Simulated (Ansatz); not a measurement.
Ge: rattling a relaxed structure

The cell was reached from a generator's guess, though it ends in a space group that the Crystallography Open Database lists for this formula.

Computed with DFT PBE, scalar-relativistic, plane waves, PAW in Ansatz 0.2.0. Plane waves to 420 eV, a k mesh through Γ of 20×20×20 on the computed 2-atom cell and Gaussian smearing (0.10 eV); no spin polarisation.

The cell below (2 atoms, space group Fd-3m (No. 227)) is relaxed within its symmetry.

```
Ge
1.0
    -2.03674    2.03674    2.88055
     2.03674   -2.03674    2.88055
     2.03674    2.03674   -2.88055
Ge
2
Cartesian
  2.0367 0.0000 1.4403
  0.0000 0.0000 2.8806
```

For the test a repeat of it with 8 atoms (edges 4.07, 7.06, 7.06 Å) was strained at random (σ = 1.5 % a component), the atoms were moved at random (σ = 0.10 Å), and all was relaxed again on a coarse 6×4×4 mesh (in the run’s order of axes) with 0.20 eV smearing, with no symmetry imposed.

Question: Is the structure stable against such a distortion?

Answer: It returns, within 1 meV/atom of the unmoved cell on that mesh and with the same symmetry when read at 0.1 Å (I4_1/amd at 0.01 Å, so small strains and shifts remain). No instability shows in this cell; modes of other wave vectors, which need another repeat, aren't tested.
